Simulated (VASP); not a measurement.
# KI (Fm-3m) in VASP: notebook

Aim: see how the results for KI move with the level of theory and the settings. Levels: PBE, PBEsol. Tasks: band structure, optical spectrum, elastic constants.

All numbers are computed with VASP 6.6.1; they aren't measurements. Logs are shortened: lines on timing, memory, paths and dates and some standing lists are left out, and cuts for length are marked.

**Measured values to compare with.**

A printed reference work, monograph reports, for a bulk crystal of KI: band gap 6.32 eV.

How close the calculation comes is told below.

## 1. Starting point

The structure is cubic, space group Fm-3m (No. 225). Conventional cell: a = 7.016 Å, b = 7.016 Å, c = 7.016 Å, α = 90.00°, β = 90.00°, γ = 90.00°. Around K (site symmetry m-3m) lie 6 I at 3.51 Å. Around I (site symmetry m-3m) lie 6 K at 3.51 Å.

## 2. Band structure, PBE, spin-orbit coupling, no magnetisation

INCAR

```
SYSTEM = KI
  PREC = Accurate
  ENCUT = 520
  EDIFF = 1E-6
  ISMEAR = 0
  SIGMA = 0.03
  LREAL = .False.
  LASPH = .True.
  NELM = 80
  ALGO = Normal
  ISIF = 2
  LWAVE = .False.
  LCHARG = .False.
  LNONCOLLINEAR = .True.
  MAGMOM = 0 0 0 0 0 0
  LORBIT = 11
  LSORBIT = .True.
  GGA_COMPAT = .False.
  GGA = PE
  NBANDS = 28
```

KPOINTS

```
regular mesh
0
Gamma
  6 6 6
  0 0 0
```

POSCAR

```
KI                                      
1.0
    0.0000000000      3.5081227352      3.5081227352
    3.5081227352      0.0000000000      3.5081227352
    3.5081227352      3.5081227352      0.0000000000
  K               I             
     1     1
Direct
     0.0000000000000000    0.0000000000000000    0.0000000000000000
     0.5000000000000000    0.5000000000000000    0.5000000000000000
```

KPOINTS_OPT

```
explicit points
252
Reciprocal
 0.0000000000  0.0000000000  0.0000000000 1
 0.0357142857  0.0000000000  0.0357142857 1
 0.0714285714  0.0000000000  0.0714285714 1
 0.1071428571  0.0000000000  0.1071428571 1
 0.1428571429  0.0000000000  0.1428571429 1
 0.1785714286  0.0000000000  0.1785714286 1
[... 244 lines left out ...]
 0.4860848100  0.0139151900  0.5000000000 1
 0.5139151900 -0.0139151900  0.5000000000 1
```

Potentials or basis: VASP PAW PBE potentials, release 64 (K_sv, I).

Command:

```console
$ cat potpaw_PBE.64/K_sv/POTCAR potpaw_PBE.64/I/POTCAR > POTCAR
$ mpirun -np 1 vasp_ncl > vasp.out
```

OUTCAR:

```text
SYSTEM = KI
   PREC = Accurate
   ENCUT = 520
   EDIFF = 1E-6
   ISMEAR = 0
   LREAL = .False.
   LASPH = .True.
   NELM = 80
   ISIF = 2
   LNONCOLLINEAR = .True.
   LORBIT = 11
   LSORBIT = .True.
   GGA = PE

 ion  position               nearest neighbor table
   1  0.000  0.000  0.000-   2 3.51   2 3.51   2 3.51   2 3.51   2 3.51   2 3.51
   2  0.500  0.500  0.500-   1 3.51   1 3.51   1 3.51   1 3.51   1 3.51   1 3.51

  LATTYP: Found a face centered cubic cell.
 ALAT       =     7.0162454704

  Lattice vectors:

 A1 = (   0.0000000000,   3.5081227352,   3.5081227352)
 A2 = (   3.5081227352,   0.0000000000,   3.5081227352)
 A3 = (   3.5081227352,   3.5081227352,   0.0000000000)

Analysis of symmetry for initial positions (statically):
=====================================================================
 Subroutine PRICEL returns:
 Original cell was already a primitive cell.

 Routine SETGRP: Setting up the symmetry group for a
 face centered cubic supercell.

 Subroutine GETGRP returns: Found 48 space group operations
 (whereof 48 operations were pure point group operations)
 out of a pool of 48 trial point group operations.

The static configuration has the point symmetry O_h .

Analysis of symmetry for dynamics (positions and initial velocities):
=====================================================================
 Subroutine PRICEL returns:
 Original cell was already a primitive cell.

 Routine SETGRP: Setting up the symmetry group for a
 face centered cubic supercell.

 Subroutine GETGRP returns: Found 48 space group operations
 (whereof 48 operations were pure point group operations)
 out of a pool of 48 trial point group operations.

The dynamic configuration has the point symmetry O_h .

Analysis of structural, dynamic, and magnetic symmetry:
=====================================================================
 Subroutine PRICEL returns:
 Original cell was already a primitive cell.

 Routine SETGRP: Setting up the symmetry group for a
 face centered cubic supercell.

 Subroutine GETGRP returns: Found 48 space group operations
 (whereof 48 operations were pure point group operations)
 out of a pool of 48 trial point group operations.

[... 655 lines left out ...]
  Total        0.4993885      0.4993885      0.4993885      0.0000000      0.0000000     -0.0000000
  in kB        9.2660532      9.2660532      9.2660532      0.0000000      0.0000000     -0.0000000
  external PRESSURE =       9.2660532 kB  Pullay stress =       0.0000000 kB

 VOLUME and BASIS-vectors are now :
 -----------------------------------------------------------------------------
  energy-cutoff  :      520.00
  volume of cell :       86.35
      direct lattice vectors                 reciprocal lattice vectors
     0.000000000  3.508122735  3.508122735    -0.142526370  0.142526370  0.142526370
     3.508122735  0.000000000  3.508122735     0.142526370 -0.142526370  0.142526370
     3.508122735  3.508122735  0.000000000     0.142526370  0.142526370 -0.142526370

 POSITION                                       TOTAL-FORCE (eV/Angst)
 -----------------------------------------------------------------------------------
      0.00000      0.00000      0.00000         0.000000      0.000000     -0.000000
      3.50812      3.50812      3.50812        -0.000000      0.000000      0.000000
 -----------------------------------------------------------------------------------
    total drift:                                0.000000     -0.000000     -0.000000

  FREE ENERGIE OF THE ION-ELECTRON SYSTEM (eV)
  ---------------------------------------------------
  free  energy   TOTEN  =        -5.6735698760 eV

  energy  without entropy=       -5.6735698760  energy(sigma->0) =       -5.67356988

 Spin-Orbit-Coupling matrix elements

 Ion:    1  E_soc:     -0.0082397
 l=   1
     0.0000000    -0.0013711    -0.0013711
    -0.0013711     0.0000000    -0.0013711
    -0.0013711    -0.0013711     0.0000000
 l=   2
     0.0000000     0.0000002     0.0000000     0.0000002    -0.0000024
     0.0000002     0.0000000    -0.0000018     0.0000002    -0.0000006
     0.0000000    -0.0000018     0.0000000    -0.0000018     0.0000000
     0.0000002     0.0000002    -0.0000018     0.0000000    -0.0000006
    -0.0000024    -0.0000006     0.0000000    -0.0000006     0.0000000
 l=   3
     0.0000000     0.0000000     0.0000000     0.0000000     0.0000000     0.0000000     0.0000000
     0.0000000     0.0000000     0.0000000     0.0000000     0.0000000     0.0000000     0.0000000
     0.0000000     0.0000000     0.0000000     0.0000000     0.0000000     0.0000000     0.0000000
     0.0000000     0.0000000     0.0000000     0.0000000     0.0000000     0.0000000     0.0000000
     0.0000000     0.0000000     0.0000000     0.0000000     0.0000000     0.0000000     0.0000000
     0.0000000     0.0000000     0.0000000     0.0000000     0.0000000     0.0000000     0.0000000
     0.0000000     0.0000000     0.0000000     0.0000000     0.0000000     0.0000000     0.0000000

 Ion:    2  E_soc:     -0.2462162
 l=   1
     0.0000000    -0.0410325    -0.0410325
    -0.0410325     0.0000000    -0.0410325
    -0.0410325    -0.0410325     0.0000000
 l=   2
     0.0000000    -0.0000010     0.0000000    -0.0000010    -0.0000025
    -0.0000010     0.0000000    -0.0000019    -0.0000010    -0.0000006
     0.0000000    -0.0000019     0.0000000    -0.0000019     0.0000000
    -0.0000010    -0.0000010    -0.0000019     0.0000000    -0.0000006
    -0.0000025    -0.0000006     0.0000000    -0.0000006     0.0000000
 l=   3
     0.0000000     0.0000000     0.0000000     0.0000000     0.0000000     0.0000000     0.0000000
     0.0000000     0.0000000     0.0000000     0.0000000     0.0000000     0.0000000     0.0000000
     0.0000000     0.0000000     0.0000000     0.0000000     0.0000000     0.0000000     0.0000000
     0.0000000     0.0000000     0.0000000     0.0000000     0.0000000     0.0000000     0.0000000
     0.0000000     0.0000000     0.0000000     0.0000000     0.0000000     0.0000000     0.0000000
     0.0000000     0.0000000     0.0000000     0.0000000     0.0000000     0.0000000     0.0000000
     0.0000000     0.0000000     0.0000000     0.0000000     0.0000000     0.0000000     0.0000000

 total charge

# of ion       s       p       d       tot
------------------------------------------
    1        1.958   5.579   0.025   7.562
    2        1.492   2.859   0.001   4.352
--------------------------------------------------
tot          3.450   8.438   0.026  11.914

 magnetization (x)

# of ion       s       p       d       tot
------------------------------------------
    1       -0.000   0.000   0.000  -0.000
    2        0.000   0.000   0.000   0.000
--------------------------------------------------
tot         -0.000   0.000   0.000  -0.000

 magnetization (y)

# of ion       s       p       d       tot
------------------------------------------
    1       -0.000  -0.000   0.000  -0.000
    2        0.000   0.000   0.000   0.000
--------------------------------------------------
tot         -0.000  -0.000   0.000  -0.000

 magnetization (z)

# of ion       s       p       d       tot
------------------------------------------
    1        0.000   0.000   0.000   0.000
    2        0.000   0.000   0.000   0.000
--------------------------------------------------
tot          0.000   0.000   0.000   0.000
```

stdout:

```text
POSCAR found type information on POSCAR K I
 POSCAR found :  2 types and       2 ions
 scaLAPACK will be used
 LDA part: xc-table for (Slater+PW92), standard interpolation
 POSCAR, INCAR and KPOINTS ok, starting setup
 FFT: planning ... GRIDC
 FFT: planning ... GRID_SOFT
 FFT: planning ... GRID
 WAVECAR not read
 entering main loop
 Start KPOINTS_OPT (optional k-point list driver)
k-point batch [1-16\252]
k-point batch [17-32\252]
k-point batch [33-48\252]
k-point batch [49-64\252]
k-point batch [65-80\252]
k-point batch [81-96\252]
[... 8 lines left out ...]
k-point batch [225-240\252]
k-point batch [241-252\252]
```

Run time: 10 min. Hardware: 1 thread of AMD EPYC 9R45 (Zen 5), shared host; peak memory 0.47 GiB.

Results:

- Free energy: -5.6736 eV
- Pressure: 0.9 GPa
- Valence electrons inside the program's atomic spheres: K 7.56; I 4.35

## 3. Optical spectrum, PBE

INCAR

```
  ALGO = Normal
  CSHIFT = 0.05
  EDIFF = 1E-6
  ENCUT = 520
  GGA = PE
  ISIF = 2
  ISMEAR = 0
  LASPH = T
  LCHARG = F
  LOPTICS = T
  LREAL = F
  LWAVE = F
  NBANDS = 32
  NEDOS = 2000
  NELM = 80
  PREC = Accurate
  SIGMA = 0.03
```

KPOINTS

```
k-points
0
Gamma
  8 8 8
```

POSCAR is that of step 2.

Potentials or basis: VASP PAW PBE potentials, release 64 (K_sv, I).

Command:

```console
$ cat potpaw_PBE.64/K_sv/POTCAR potpaw_PBE.64/I/POTCAR > POTCAR
$ mpirun -np 1 vasp_std > vasp.out
```

OUTCAR:

```text
EDIFF = 1E-6
   ENCUT = 520
   GGA = PE
   ISIF = 2
   ISMEAR = 0
   LASPH = T
   LREAL = F
   NELM = 80
   PREC = Accurate

 ion  position               nearest neighbor table
   1  0.000  0.000  0.000-   2 3.51   2 3.51   2 3.51   2 3.51   2 3.51   2 3.51
   2  0.500  0.500  0.500-   1 3.51   1 3.51   1 3.51   1 3.51   1 3.51   1 3.51
[... 897 lines left out ...]
     1.86620     3.39644     3.39644     3.39644    -0.00000    -0.00000    -0.00000
     2.48826     3.55233     3.55233     3.55233    -0.00000    -0.00000    -0.00000
     3.11033     3.80253     3.80253     3.80253    -0.00000    -0.00000    -0.00000
[... 92 lines left out ...]
    60.96242     0.93637     0.93637     0.93637     0.00000     0.00000     0.00000
    61.58448     0.93777     0.93777     0.93777     0.00000     0.00000     0.00000

  frequency dependent IMAGINARY DIELECTRIC FUNCTION (independent particle, no local field effects) current-current
     E(ev)      X         Y         Z        XY        YZ        ZX
  --------------------------------------------------------------------------------------------------------------
     0.00000     7.16815     7.16815     7.16815     0.00000     0.00000     0.00000
     0.62207     0.36390     0.36390     0.36390     0.00000     0.00000     0.00000
     1.24413     0.19074     0.19074     0.19074     0.00000     0.00000     0.00000
     1.86620     0.13828     0.13828     0.13828     0.00000     0.00000     0.00000
     2.48826     0.11822     0.11822     0.11822     0.00000     0.00000     0.00000
     3.11033     0.11586     0.11586     0.11586     0.00000     0.00000     0.00000
[... 92 lines left out ...]
    60.96242     0.00001     0.00001     0.00001     0.00000     0.00000    -0.00000
    61.58448     0.00001     0.00001     0.00001     0.00000     0.00000    -0.00000

  frequency dependent      REAL DIELECTRIC FUNCTION (independent particle, no local field effects) current-current
     E(ev)        X           Y           Z          XY          YZ          ZX
  --------------------------------------------------------------------------------------------------------------
     0.00000     3.22905     3.22905     3.22905     0.00000     0.00000     0.00000
     0.62207     3.24605     3.24605     3.24605     0.00000     0.00000     0.00000
     1.24413     3.29928     3.29928     3.29928     0.00000     0.00000     0.00000
     1.86620     3.39593     3.39593     3.39593     0.00000     0.00000     0.00000
     2.48826     3.55173     3.55173     3.55173     0.00000     0.00000     0.00000
     3.11033     3.80176     3.80176     3.80176     0.00000     0.00000     0.00000
[... 92 lines left out ...]
    60.96242     0.93637     0.93637     0.93637    -0.00000     0.00000    -0.00000
    61.58448     0.93777     0.93777     0.93777    -0.00000     0.00000    -0.00000
```

Wall time 44 s (1 thread of AMD EPYC 9R45 (Zen 5), shared host); peak memory 0.27 GiB.

What came out:

```yaml
Free_energy: -5.5476 eV
Pressure: 0.9 GPa
Band_gap_on_the_k_mesh: 4.01 eV, direct
```

Levels at points of the mesh, in eV from the valence-band top:
| k point | band 5 | band 6 | band 7 | band 8 | band 9 | band 10 | band 11 | band 12 |
| --- | --- | --- | --- | --- | --- | --- | --- | --- |
| (0.00, 0.00, 0.00) | -10.53 | 0.00 | 0.00 | 0.00 | 4.01 | 6.49 | 6.49 | 6.49 |
| (0.50, 0.00, 0.00) | -10.23 | -1.37 | -0.35 | -0.35 | 5.54 | 7.77 | 8.19 | 8.19 |
| (0.50, 0.50, 0.00) | -10.38 | -1.03 | -0.38 | -0.38 | 4.90 | 5.82 | 8.12 | 8.78 |

Dielectric function (mean over the directions given):
| energy (eV) | real part | imaginary part |
| --- | --- | --- |
| 0.28 | 3.23 | 0.00 |
| 0.93 | 3.27 | 0.00 |
| 1.59 | 3.35 | 0.01 |
| 2.24 | 3.48 | 0.01 |
| 2.99 | 3.74 | 0.02 |
| 3.64 | 4.16 | 0.05 |
| 4.29 | 5.12 | 0.23 |
| 4.95 | 6.13 | 0.62 |
| 5.69 | 8.05 | 4.08 |
| 6.35 | 1.70 | 5.79 |
| 7.00 | 1.77 | 3.25 |
| 7.74 | 0.67 | 6.63 |
| 8.40 | -0.28 | 2.69 |
| 9.05 | -0.82 | 2.27 |
| 9.70 | -1.34 | 0.73 |
| 10.45 | 0.20 | 0.60 |
| 11.10 | 0.06 | 1.29 |
| 11.76 | 0.35 | 0.56 |
| 12.41 | 1.02 | 0.77 |
| 13.16 | 0.38 | 1.62 |
| 13.81 | 0.00 | 0.45 |
| 14.46 | 0.31 | 0.27 |
| 15.21 | 0.63 | 0.30 |
| 15.86 | 0.65 | 0.40 |
| 16.52 | 0.83 | 0.19 |
| 17.17 | 1.02 | 0.41 |
| 17.92 | 0.96 | 0.76 |
| 18.57 | 1.17 | 0.79 |
| 19.22 | 1.37 | 0.97 |
| 19.97 | 0.89 | 0.72 |

Caveat: independent-particle spectra lack excitons; spin-orbit coupling is left out, which moves the levels of the heavy elements.

## 4. Elastic constants, PBEsol

POSCAR

```
KI
1.0
    0.0000000000      3.5081227330      3.5081227330
    3.5081227330      0.0000000000      3.5081227330
    3.5081227330      3.5081227330      0.0000000000
  K               I
     1     1
Direct
     0.0000000000000000    0.0000000000000000    0.0000000000000000
     0.5000000000000000    0.5000000000000000    0.5000000000000000
```

INCAR.step1

```
PREC = Accurate
ENCUT = 600
EDIFF = 1E-8
ISMEAR = 0
SIGMA = 0.03
LREAL = False
LASPH = True
NELM = 80
ALGO = Normal
ISIF = 3
LWAVE = False
LCHARG = False
GGA = PS
IBRION = 2
NSW = 40
EDIFFG = -0.002
```

INCAR.step2

```
PREC = Accurate
ENCUT = 600
EDIFF = 1E-8
ISMEAR = 0
SIGMA = 0.03
LREAL = False
LASPH = True
NELM = 80
ALGO = Normal
ISIF = 3
LWAVE = False
LCHARG = False
GGA = PS
IBRION = 6
NFREE = 2
POTIM = 0.015
NSW = 1
```

KPOINTS

```
Automatic mesh
0
Gamma
  8 8 8
```

Command:

```console
$ cat potpaw_PBE.64/K_sv/POTCAR potpaw_PBE.64/I/POTCAR > POTCAR
$ cp INCAR.step1 INCAR
$ mpirun -np 1 vasp_std > vasp.out
$ cp CONTCAR POSCAR
$ cp INCAR.step2 INCAR
$ mpirun -np 1 vasp_std > vasp.out
```

It took 12 min on 1 thread of Intel Xeon 6975P-C (Granite Rapids), shared host; peak memory 0.47 GiB.

The run converged. Its results:

| Property | Result |
| --- | --- |
| Elastic constants C11, C12, C44 | 30, 3, 3 GPa |
| Voigt bulk modulus | 12 GPa |
| Highest phonon frequency at Γ, LO-TO splitting left out | 99 cm⁻¹ |

Phonon frequencies in cm⁻¹ (negative: imaginary):
| q point | frequencies |
| --- | --- |
| (0.000, 0.000, 0.000) | 0 0 0 99 99 99 |

Elastic tensor in Voigt notation (GPa, in the Cartesian axes of the cell as first typed):
```
30  3  3  0  0  0
 3 30  3  0  0  0
 3  3 30  0  0  0
 0  0  0  3  0  0
 0  0  0  0  3  0
 0  0  0  0  0  3
```

Clamped-ion elastic tensor (GPa):
```
30  3  3  0  0  0
 3 30  3  0  0  0
 3  3 30  0  0  0
 0  0  0  3  0  0
 0  0  0  0  3  0
 0  0  0  0  0  3
```

Caveat: the PAW data sets were made with another functional, which shifts forces and pressure a little. Spin-orbit coupling is left out, which matters for the levels of I.

## 5. The runs side by side

```tsv
task	level	spin	k mesh	cutoff (eV)	ions in elastic constants	pressure (GPa)
band structure	PBE	SOC, no magnetisation	6 × 6 × 6	520	-	0.9
optical spectrum	PBE	off	8 × 8 × 8	520	-	0.9
elastic constants	PBEsol	off	8 × 8 × 8	600	relaxed	-
```

Alike in all rows: potentials or basis VASP PAW PBE potentials, release 64 (K_sv, I); cell as given; smearing gaussian 0.03 eV.

Caveats: independent-particle spectra lack excitons (some runs); spin-orbit coupling is left out, which moves the levels of the heavy elements (some runs); the PAW data sets were made with another functional, which shifts forces and pressure a little (some runs).

Absolute energies hang on the potentials; compare differences alone.

## 6. Comparison with measurements

Step 3. A measured gap of KI is 6.32 eV (a printed reference work, monograph); the calculated 4.01 eV misses it by -2.31 eV. Spin-orbit coupling on I is left out. The value is that of PBE on a finite k mesh, which can miss the band edges, without temperature or zero-point motion. Semilocal functionals fall short of measured gaps as a rule.
